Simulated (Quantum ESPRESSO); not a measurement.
Here is a Quantum ESPRESSO 7.5 calculation.

File pw.in:

```
&CONTROL
  calculation = 'scf'
  prefix = 'pwscf'
  outdir = './tmp'
  pseudo_dir = './pseudo'
  tprnfor = .true.
  tstress = .true.
  disk_io = 'nowf'
/
&SYSTEM
  ibrav = 0
  nat = 3
  ntyp = 2
  ecutwfc = 45
  ecutrho = 360
  nbnd = 23
  occupations = 'smearing'
  smearing = 'gaussian'
  degauss = 0.00367493
  nspin = 2
  starting_magnetization(1) = 0
  starting_magnetization(2) = 0
  tot_magnetization = 0
/
&ELECTRONS
  conv_thr = 1.2d-07
  electron_maxstep = 100
  mixing_beta = 0.7
  mixing_ndim = 20
/
ATOMIC_SPECIES
Mo    95.9500 mo_lda_v1.uspp.F.UPF
Te   127.6000 te_lda_v1.uspp.F.UPF
CELL_PARAMETERS angstrom
   4.0201319500    0.0000000000    0.0000000000
  -2.0100659700    3.4815363900    0.0000000000
   0.0000000000    0.0000000000    6.4853072000
ATOMIC_POSITIONS crystal
Mo     0.0000000000    0.0000000000    0.0000000000
Te     0.3333333333    0.6666666667    0.2520000000
Te     0.6666666667    0.3333333333    0.7480000000
K_POINTS automatic
6 6 3 0 0 0
HUBBARD {ortho-atomic}
U Mo-4d 6.0
```

Potentials or basis: GBRV 1.5 LDA.

Run with:

```bash
$ OMP_NUM_THREADS=1 mpirun -n 2 pw.x -nk 2 -in pw.in > pw.out
```

What does it give for the pressure?

-10.2 GPa.

Estimate the largest force.

0.449 eV/Å.

Eigenvalues of the final occupation matrices:
| site | spin | trace | eigenvalues |
| --- | --- | --- | --- |
| Mo 1 4d | 1 | 2.55 | 0.34 0.34 0.55 0.66 0.66 |
| Mo 1 4d | 2 | 2.55 | 0.34 0.34 0.55 0.66 0.66 |

Caveat: the total moment is fixed, so each spin has its own Fermi level; the U is typed as a test and isn't derived for this compound. Spin-orbit coupling is left out, which matters for the levels of Te.
